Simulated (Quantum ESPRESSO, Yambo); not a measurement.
Planning a run of Yambo 5.3.0 on GaAs (F-43m). The input:

```
optics
bss
bse
em1s
dipoles
rim_cut
RandQpts= 1000000
RandGvec= 1 RL
Chimod= "HARTREE"
BSKmod= "SEX"
BSEmod= "resonant"
BSSmod= "d"
BSENGexx= 30 Ry
BSENGBlk= 6 Ry
% BSEQptR
 1 | 1 |
%
% BSEBands
 20 | 26 |
%
% BEnRange
 0 | 6 | eV
%
% BDmRange
 0.1 | 0.1 | eV
%
BEnSteps= 121
% BLongDir
 1 | 0 | 0 |
%
% BndsRnXs
 1 | 109 |
%
NGsBlkXs= 6 Ry
% LongDrXs
 1 | 1 | 1 |
%
% KfnQP_E
 0.623 | 1.0 | 1.0 |
%
WRbsWF
```

```sh
OMP_NUM_THREADS=1 mpirun -n 4 yambo -F bse3.in -J bse3 -C bse3 > bse3.log
```

The stored states that it reads are on a 4×4×4 mesh. It takes space group F-43m (No. 216, cubic). Conventional cell: a = 5.654 Å, b = 5.654 Å, c = 5.654 Å, α = 90.00°, β = 90.00°, γ = 90.00°. Ga has 4 As at 2.45 Å nearest. As has 4 Ga at 2.45 Å nearest. Farther neighbours are not listed.

Q: How long will it take on 4 MPI ranks of Arm Neoverse V1, shared host, and how much memory?

It took 90 s; on shared hardware allow 45 s to 3 min. Peak host memory was 1.6 GiB.

The kernel grows as the square of the matrix size, and full diagonalisation as its cube.

[Paths, hosts, dates, memory and timing lines, banners, echoed tables and standing remarks are left out of the program output.]

[Logs are printed without paths, hosts, clocks, repeated set-up lines and the standing remarks that a program may print on its own settings, such as how far it seeks lower states.]

[Runs of the session that timed out or met a known fault of the program may be left out.]

[Hosts, paths, dates, database ids (printed as entryN), source tags and the programs' standing remarks are cut or masked in the printed files.]
